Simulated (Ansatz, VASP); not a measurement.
CdTe: VASP beside Ansatz

Contents of INCAR:

```
SYSTEM = CdTe
PREC = Accurate
ENCUT = 520
EDIFF = 1E-6
ISMEAR = -1
SIGMA = 0.0238
LREAL = .FALSE.
LASPH = .TRUE.
NELM = 80
ALGO = Normal
ISIF = 2
LWAVE = .FALSE.
LCHARG = .FALSE.
GGA = PE
NBANDS = 16
```

The input KPOINTS:

```
Automatic mesh
0
G
  7 7 7
  0 0 0
```

POSCAR

```
CdTe
1.0
    0.0000000000      3.2551550000      3.2551550000
    3.2551550000      0.0000000000      3.2551550000
    3.2551550000      3.2551550000      0.0000000000
Cd Te
1 1
Direct
    0.0000000000      0.0000000000      0.0000000000
    0.2500000000      0.2500000000      0.2500000000
```

Input for Ansatz:

```yaml
crystal:
  lattice:
    - [0.0, 3.255155, 3.255155]
    - [3.255155, 0.0, 3.255155]
    - [3.255155, 3.255155, 0.0]
  atoms:
    - { symbol: Cd, position: [0.0, 0.0, 0.0] }
    - { symbol: Te, position: [0.25, 0.25, 0.25] }
  symmetry: { tolerance: 0.0003 }
kpoints:
  mp_grid: { grid: [7, 7, 7], shift: [0, 0, 0] }
  band_path:
    path:
      - [0.0, 0.0, 0.0]
      - [-0.5, -0.5, 0.0]
      - [-0.375, -0.375, 0.25]
      - [-0.375, 0.0, 0.375]
      - [0.0, 0.0, 0.0]
      - [0.0, 0.0, 0.5]
      - [-0.5, -0.25, 0.25]
      - [-0.5, -0.5, 0.0]
    npoints: 8
magnetization:
  spin_polarized: false
scf:
  occupations: { method: fermi_dirac, width: 0.0238 }
  lower_state_search: "off"
  max_iter: 200
hamiltonian:
  pseudopotentials: { kind: paw }
  xc: pbe
basis:
  ecutwfc: 420
  fft_grid_basis: typed
output:
  forces: true
  stress: true
  eigenvalues: true
  bader: true
  populations: true
  elf: true
  write_potential: true
  volumetric_format: npy
  dos:
    e_range: [-12, 8]
    de: 0.05
    projected: { site_lists: { Cd: [Cd], Te: [Te] } }
checkpoint:
  read: saved_state
```

Alike in both runs: task single point; functional PBE; k mesh 7 × 7 × 7; occupations fermi-dirac, width 0.0238 eV; no spin polarisation.

```csv
,VASP,Ansatz
version,VASP 6.6.1,Ansatz 0.2.0
potentials or method,"VASP PAW PBE potentials, release 64 (Cd, Te)",PAW plane waves
plane-wave cutoff (eV),520,420
valence electrons in the cell,18,36
```

|  | VASP | Ansatz | Ansatz less VASP |
| --- | --- | --- | --- |
| pressure (GPa) | 2.1 | 2.0 | -0.14 |

The two sets of potentials don't hold the same shells in valence.

Caveats: spin-orbit coupling is left out, which moves the levels of the heavy elements.
